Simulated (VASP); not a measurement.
Yb, 2 atoms in the cell. The structure is hexagonal, space group P6_3/mmc (No. 194). The conventional cell has a = 3.707 Å, b = 3.707 Å, c = 5.971 Å, α = 90.00°, β = 90.00°, γ = 120.00°. Yb (site symmetry -6m2) is surrounded by 12 Yb at 3.67 to 3.71 Å. The cell was built by a generator and needn't be a form met in nature.

```yaml
Program: VASP 6.6.1
Task: single point
Functional: PBE
Potentials_or_basis: VASP PAW PBE potentials, release 64 (Yb)
Cutoff: 520 eV
k_mesh: 6 × 6 × 4
Occupations: gaussian, width 0.05 eV
Spin: no spin polarisation
Dipole_correction: no
Further_INCAR_settings: ALGO = Fast; EDIFF = 1e-06; NBANDS = 31
```

Potentials or basis: VASP PAW PBE potentials, release 64 (Yb).

Launch:

```sh
$ cat potpaw_PBE.64/Yb/POTCAR > POTCAR
$ mpirun -np 1 vasp_std > vasp.out
```

Hardware: 1 thread of Intel(R) Xeon(R) Platinum 8488C (Sapphire Rapids) (shared host).

Question: Estimate the wall time of this run.

Answer: Wall time 2.4 min on 1 thread of Intel(R) Xeon(R) Platinum 8488C (Sapphire Rapids), with other jobs on the host, peak memory 0.21 GiB. Counts: scf iterations 49, k points 21.
